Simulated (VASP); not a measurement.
# SnTe3 (Fm-3m) in VASP: equation of state, part 2 of 2

VASP 6.6.1. Earlier steps stand in the parts before.

### Step 5. Equation of state, PBEsol, 29.36 Å³/atom (volume scaled by 1.02)

The input, INCAR:

```
PREC = Accurate
ENCUT = 520
EDIFF = 1E-7
ISMEAR = -1
SIGMA = 0.05
LREAL = F
LASPH = T
NELM = 100
ALGO = Normal
ISIF = 2
LWAVE = F
LCHARG = F
GGA = PS
NBANDS = 24
```

The input, KPOINTS:

```
Automatic mesh
0
Gamma
  6 6 6
```

The input, POSCAR:

```
SnTe3
1.0
    0.0000000000      3.8867907320      3.8867907320
    3.8867907320      0.0000000000      3.8867907320
    3.8867907320      3.8867907320      0.0000000000
Te Sn
3 1
Direct
    0.5000000000      0.5000000000      0.5000000000
    0.7500000000      0.7500000000      0.7500000000
    0.2500000000      0.2500000000      0.2500000000
    0.0000000000      0.0000000000      0.0000000000
```

Potentials or basis: VASP PAW PBE potentials, release 64 (Te, Sn_d).

On the command line:

```sh
> cat potpaw_PBE.64/Te/POTCAR potpaw_PBE.64/Sn_d/POTCAR > POTCAR
> mpirun -np 1 vasp_std > vasp.out
```

OUTCAR:

```text
PREC = Accurate
   ENCUT = 520
   EDIFF = 1E-7
   ISMEAR = -1
   LREAL = F
   LASPH = T
   NELM = 100
   ISIF = 2
   GGA = PS

 Found     16 irreducible k-points:

 Following reciprocal coordinates:
            Coordinates               Weight
  0.000000  0.000000  0.000000      1.000000
  0.166667  0.000000  0.000000      8.000000
  0.333333  0.000000  0.000000      8.000000
  0.500000  0.000000  0.000000      4.000000
  0.166667  0.166667  0.000000      6.000000
  0.333333  0.166667  0.000000     24.000000
   k-points           NKPTS =     16   k-points in BZ     NKDIM =     16   number of bands    NBANDS=     24
   number of dos      NEDOS =    301   number of ions     NIONS =      4
   total plane-waves  NPLWV =  74088
   dimension x,y,z NGX =    42 NGY =   42 NGZ =   42
   dimension x,y,z NGXF=    84 NGYF=   84 NGZF=   84
   ions per type =               3   1
   NGX,Y,Z   is equivalent  to a cutoff of  12.70, 12.70, 12.70 a.u.
   NGXF,Y,Z  is equivalent  to a cutoff of  25.41, 25.41, 25.41 a.u.
 SYSTEM =  unknown system
   PREC   = accura    normal or accurate (medium, high low for compatibility)
   ISTART =      0    job   : 0-new  1-cont  2-samecut
   ICHARG =      2    charge: 1-file 2-atom 10-const
   ISPIN  =      1    spin polarized calculation?
   LNONCOLLINEAR =      F non collinear calculations
   LSORBIT =      F    spin-orbit coupling
   LASPH  =      T    aspherical Exc in radial PAW
   ENCUT  =  520.0 eV  38.22 Ry    6.18 a.u.  10.22 10.22 10.22*2*pi/ulx,y,z
   NELM   =    100;   NELMIN=  2; NELMDL= -5     # of ELM steps
   EDIFF  = 0.1E-06   stopping-criterion for ELM
   LREAL  =      F    real-space projection
   EDIFFG = 0.1E-05   stopping-criterion for IOM
   NSW    =      0    number of steps for IOM
   IBRION =     -1    ionic relax: 0-MD 1-quasi-New 2-CG
   NFREE  =      0    steps in history (QN), initial steepest desc. (CG)
   ISIF   =      2    stress and relaxation
   ISYM   =      2    0-nonsym 1-usesym 2-fastsym
   POTIM  = 0.5000    time-step for ionic-motion
   TEBEG  =    0.0;   TEEND  =   0.0 temperature during run
   PSTRESS=    0.0 pullay stress
   NELECT =      32.0000    total number of electrons
   NUPDOWN=      -1.0000    fix difference up-down
   EMIN   =  10.00;   EMAX   =-10.00  energy-range for DOS
   EFERMI =   0.00;   METHOD = LEGACY
   ISMEAR =    -1;   SIGMA  =   0.05  broadening in eV -4-tet -1-fermi 0-gaus
   EFERMI_NEDOS =   21; number of points for ismear=-14 and -15
   IALGO  =     38    algorithm
   IMIX   =      4    mixing-type and parameters
     AMIX     =   0.40;   BMIX     =  1.00
     AMIX_MAG =   1.60;   BMIX_MAG =  1.00
  volume/ion in A,a.u.               =      29.36       198.13
  Fermi-wavevector in a.u.,A,eV,Ry     =   1.061346  2.005653 15.326356  1.126455
  Thomas-Fermi vector in A             =   2.196759
   LORBIT       =      0    0 simple, 1 ext, 2 COOP (PROOUT), +10 PAW based schemes
   GGA     = PS    functional components
   LHFCALC =     F    Hartree Fock is set to
   AEXX    =    0.0000 exact exchange contribution
   IVDW    =     0    specifies the selected vdW correction
   LEPSILON=     F    determine dielectric tensor
   LRPA    =     F    only Hartree local field effects (RPA)
 non-spin polarized calculation
  energy-cutoff  :      520.00
  volume of cell :      117.44
 maximum number of plane-waves:      3178
 NGX is ok and might be reduce to    42
   NGX = 21   NGY = 21   NGZ = 21

 number of electron      32.0000003 magnetization

 Free energy of the ion-electron system (eV)
  ---------------------------------------------------
  ext. energy  EPLUGINS =         0.00000000
  ---------------------------------------------------
  free energy    TOTEN  =       -14.32597676 eV

  energy without entropy =      -14.29419848  energy(sigma->0) =      -14.31008762

 E-fermi :   7.2994     XC(G=0): -10.0682

 val. band max:        7.2857070118   @ k =   0.3333   0.0000   0.0000
 cond. band min:       7.3559268820   @ k =   0.5000   0.5000   0.0000
 fundamental gap:      0.0702198702
 Fermi energy:         7.2994149022

 k-point     1 :       0.0000    0.0000    0.0000
  band No.  band energies     occupation
      1     -14.1858      2.00000
      2     -14.1858      2.00000
      3     -14.1858      2.00000
      4     -14.1826      2.00000
      5     -14.1826      2.00000
      6      -6.0204      2.00000
[... 16 lines left out ...]
     23      11.2858      0.00000
     24      17.4520      0.00000

 k-point     2 :       0.1667    0.0000    0.0000
  band No.  band energies     occupation
      1     -14.1860      2.00000
      2     -14.1856      2.00000
      3     -14.1856      2.00000
      4     -14.1826      2.00000
      5     -14.1826      2.00000
      6      -5.8518      2.00000
[... 16 lines left out ...]
     23      11.2648      0.00000
     24      16.5728      0.00000

 k-point     3 :       0.3333    0.0000    0.0000
  band No.  band energies     occupation
      1     -14.1865      2.00000
      2     -14.1853      2.00000
      3     -14.1853      2.00000
      4     -14.1826      2.00000
      5     -14.1826      2.00000
      6      -5.3768      2.00000
[... 16 lines left out ...]
     23      12.8305      0.00000
     24      15.2294      0.00000

 k-point     4 :       0.5000    0.0000    0.0000
  band No.  band energies     occupation
      1     -14.1867      2.00000
      2     -14.1852      2.00000
      3     -14.1852      2.00000
      4     -14.1825      2.00000
      5     -14.1825      2.00000
      6      -4.9040      2.00000
[... 16 lines left out ...]
     23      14.9572      0.00000
     24      14.9572      0.00000

 k-point     5 :       0.1667    0.1667    0.0000
  band No.  band energies     occupation
      1     -14.1863      2.00000
      2     -14.1854      2.00000
      3     -14.1854      2.00000
      4     -14.1827      2.00000
      5     -14.1825      2.00000
      6      -5.7953      2.00000
[... 16 lines left out ...]
     23      11.9565      0.00000
     24      16.6094      0.00000

 k-point     6 :       0.3333    0.1667    0.0000
  band No.  band energies     occupation
      1     -14.1866      2.00000
      2     -14.1852      2.00000
      3     -14.1851      2.00000
      4     -14.1829      2.00000
      5     -14.1824      2.00000
      6      -5.4185      2.00000
[... 16 lines left out ...]
     23      13.6262      0.00000
     24      15.4346      0.00000

 [... further k-points ...]

------------------------ aborting loop because EDIFF is reached ----------------------------------------

  FORCE on cell =-STRESS in cart. coord.  units (eV):
  Direction    XX          YY          ZZ          XY          YZ          ZX
  --------------------------------------------------------------------------------------
  -------------------------------------------------------------------------------------
  Total       -2.6791186     -2.6791186     -2.6791186      0.0000000      0.0000000      0.0000000
  in kB      -36.5509826    -36.5509826    -36.5509826      0.0000000      0.0000000      0.0000000
  external PRESSURE =     -36.5509826 kB  Pullay stress =       0.0000000 kB

 VOLUME and BASIS-vectors are now :
 -----------------------------------------------------------------------------
  energy-cutoff  :      520.00
  volume of cell :      117.44
      direct lattice vectors                 reciprocal lattice vectors
     0.000000000  3.886790732  3.886790732    -0.128640834  0.128640834  0.128640834
     3.886790732  0.000000000  3.886790732     0.128640834 -0.128640834  0.128640834
     3.886790732  3.886790732  0.000000000     0.128640834  0.128640834 -0.128640834

 POSITION                                       TOTAL-FORCE (eV/Angst)
 -----------------------------------------------------------------------------------
      3.88679      3.88679      3.88679         0.000000     -0.000000      0.000000
      5.83019      5.83019      5.83019         0.000000      0.000000      0.000000
      1.94340      1.94340      1.94340        -0.000000     -0.000000     -0.000000
      0.00000      0.00000      0.00000         0.000000     -0.000000      0.000000
 -----------------------------------------------------------------------------------
    total drift:                               -0.000000      0.000000      0.000000

  FREE ENERGIE OF THE ION-ELECTRON SYSTEM (eV)
  ---------------------------------------------------
  free  energy   TOTEN  =       -14.3259767589 eV

  energy  without entropy=      -14.2941984784  energy(sigma->0) =      -14.31008762
```

OSZICAR:

```text
N       E                     dE             d eps       ncg     rms          rms(c)
DAV:   1     0.222709652475E+03    0.22271E+03   -0.13014E+04   776   0.132E+03
DAV:   2     0.103767569718E+02   -0.21233E+03   -0.20127E+03   792   0.351E+02
DAV:   3    -0.134448429077E+02   -0.23822E+02   -0.22864E+02   944   0.103E+02
DAV:   4    -0.143656567286E+02   -0.92081E+00   -0.91692E+00   936   0.208E+01
DAV:   5    -0.144017993160E+02   -0.36143E-01   -0.36141E-01  1168   0.451E+00    0.992E+00
DAV:   6    -0.143291698162E+02    0.72629E-01   -0.13481E-01  1008   0.254E+00    0.630E+00
DAV:   7    -0.143261869587E+02    0.29829E-02   -0.47847E-02   952   0.135E+00    0.202E+00
DAV:   8    -0.143261254412E+02    0.61518E-04   -0.40382E-03   936   0.337E-01    0.424E-01
DAV:   9    -0.143260014830E+02    0.12396E-03   -0.69699E-04  1048   0.236E-01    0.234E-01
DAV:  10    -0.143259855514E+02    0.15932E-04   -0.10049E-04  1000   0.785E-02    0.553E-02
DAV:  11    -0.143259778275E+02    0.77239E-05   -0.24579E-05   968   0.536E-02    0.334E-02
DAV:  12    -0.143259767190E+02    0.11085E-05   -0.17192E-06   928   0.885E-03    0.110E-02
DAV:  13    -0.143259767589E+02   -0.39921E-07   -0.18301E-07   888   0.246E-03
   1 F= -.14325977E+02 E0= -.14310088E+02  d E =-.317783E-01
```

stdout:

```text
POSCAR found type information on POSCAR TeSn
 POSCAR found :  2 types and       4 ions
 scaLAPACK will be used
 -----------------------------------------------------------------------------
|                                                                             |
|                                                                             |
|     You enforced a specific xc type in the INCAR file but a different       |
|     I HOPE YOU KNOW WHAT YOU ARE DOING!                                     |
|                                                                             |
 -----------------------------------------------------------------------------

 LDA part: xc-table for (Slater+PW92), standard interpolation
 POSCAR, INCAR and KPOINTS ok, starting setup
 FFT: planning ... GRIDC
 FFT: planning ... GRID_SOFT
 FFT: planning ... GRID
 WAVECAR not read
 entering main loop
```

Run time: 59 s. Hardware: 1 thread of Intel Xeon Platinum 8488C (Sapphire Rapids), shared host; peak memory 0.26 GiB.

What came out:

```yaml
Free_energy: -14.3260 eV
Pressure: -3.7 GPa
Band_gap_on_the_k_mesh: none (metal or under the smearing width)
```

Caveat: the PAW data sets were made with another functional, which shifts forces and pressure a little.

### Step 6. Equation of state, PBEsol, 29.93 Å³/atom (volume scaled by 1.04)

INCAR is that of step 5.

KPOINTS is that of step 5.

The input, POSCAR:

```
SnTe3
1.0
    0.0000000000      3.9120303401      3.9120303401
    3.9120303401      0.0000000000      3.9120303401
    3.9120303401      3.9120303401      0.0000000000
Te Sn
3 1
Direct
    0.5000000000      0.5000000000      0.5000000000
    0.7500000000      0.7500000000      0.7500000000
    0.2500000000      0.2500000000      0.2500000000
    0.0000000000      0.0000000000      0.0000000000
```

Potentials or basis: VASP PAW PBE potentials, release 64 (Te, Sn_d).

On the command line:

```sh
> cat potpaw_PBE.64/Te/POTCAR potpaw_PBE.64/Sn_d/POTCAR > POTCAR
> mpirun -np 1 vasp_std > vasp.out
```

Wall time 48 s (1 thread of Intel Xeon Platinum 8488C (Sapphire Rapids), shared host); peak memory 0.26 GiB.

The run converged. Its results:

| Quantity | Value |
| --- | --- |
| Free energy | -14.2682 eV |
| Pressure | -4.4 GPa |
| Band gap on the k mesh | none (metal or under the smearing width) |

Caveat: the PAW data sets were made with another functional, which shifts forces and pressure a little.

### Step 7. Equation of state, PBEsol, 30.51 Å³/atom (volume scaled by 1.06)

INCAR is that of step 6.

KPOINTS is that of step 6.

The input, POSCAR:

```
SnTe3
1.0
    0.0000000000      3.9369484026      3.9369484026
    3.9369484026      0.0000000000      3.9369484026
    3.9369484026      3.9369484026      0.0000000000
Te Sn
3 1
Direct
    0.5000000000      0.5000000000      0.5000000000
    0.7500000000      0.7500000000      0.7500000000
    0.2500000000      0.2500000000      0.2500000000
    0.0000000000      0.0000000000      0.0000000000
```

On the command line:

```sh
> cat potpaw_PBE.64/Te/POTCAR potpaw_PBE.64/Sn_d/POTCAR > POTCAR
> mpirun -np 1 vasp_std > vasp.out
```

Wall time 61 s (1 thread of Intel Xeon Platinum 8488C (Sapphire Rapids), shared host); peak memory 0.27 GiB.

Results (log left out):

* Free energy: -14.2002 eV
* Pressure: -5.1 GPa
* Band gap on the k mesh: none (metal or under the smearing width)

Caveat: the PAW data sets were made with another functional, which shifts forces and pressure a little.

### Step 8. Equation of state, PBEsol

Potentials or basis: VASP PAW PBE potentials, release 64 (Te, Sn_d).

This step only gathers the single runs of the series.

What came out:

```yaml
Equilibrium_volume: 27.21 Å³/atom
Bulk_modulus: 56 GPa
Pressure_derivative_of_the_bulk_modulus: 4.0
```

Energy against volume, from the lowest point:
| volume (Å³/atom) | energy (meV/atom) |
| --- | --- |
| 27.056 | 0.00 |
| 27.632 | 0.94 |
| 28.208 | 5.79 |
| 28.783 | 14.17 |
| 29.359 | 25.75 |
| 29.935 | 40.19 |
| 30.510 | 57.18 |

Caveat: the PAW data sets were made with another functional, which shifts forces and pressure a little. Spin-orbit coupling is left out, which matters for the levels of Te.
